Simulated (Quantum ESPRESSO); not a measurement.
Crystal: TePb.

```xyz
2
Lattice="0.0000 3.2310 3.2310 3.2310 0.0000 3.2310 3.2310 3.2310 0.0000" Properties=species:S:1:pos:R:3 pbc="T T T"
Pb    0.0000    0.0000    0.0000
Te    3.2310    3.2310    3.2310
```

```yaml
Program: Quantum ESPRESSO 7.5
Task: phonons
Functional: LDA
Potentials_or_basis: GBRV 1.5 LDA
Cutoff: 612 eV
Density_cutoff: 4898 eV
k_mesh: 6 × 6 × 6, shifted
Occupations: fermi-dirac, width 0.05 eV
Spin: no spin polarisation
Form_of_the_LDA_correlation: PZ81
Mixing_beta: 0.5
Most_SCF_iterations: 120
SCF_threshold: 4e-10 Ry
```

The cell and the atoms were relaxed first, to 32.33 Å³/atom (a = 4.505 Å, b = 4.505 Å, c = 4.505 Å, α = 60.00°, β = 60.00°, γ = 60.00°), and the response was taken there.

The first run showed a gap, so the response started from a second, tighter run with fixed occupations.

Question: How polar is the lattice: what are the Born charges, the two dielectric constants and the LO-TO splitting?

Answer: Born charges ±6.04 e; dielectric constants 34.20 (electrons alone) and 188.55 (static); transverse and longitudinal modes at 48 and 112 cm⁻¹.
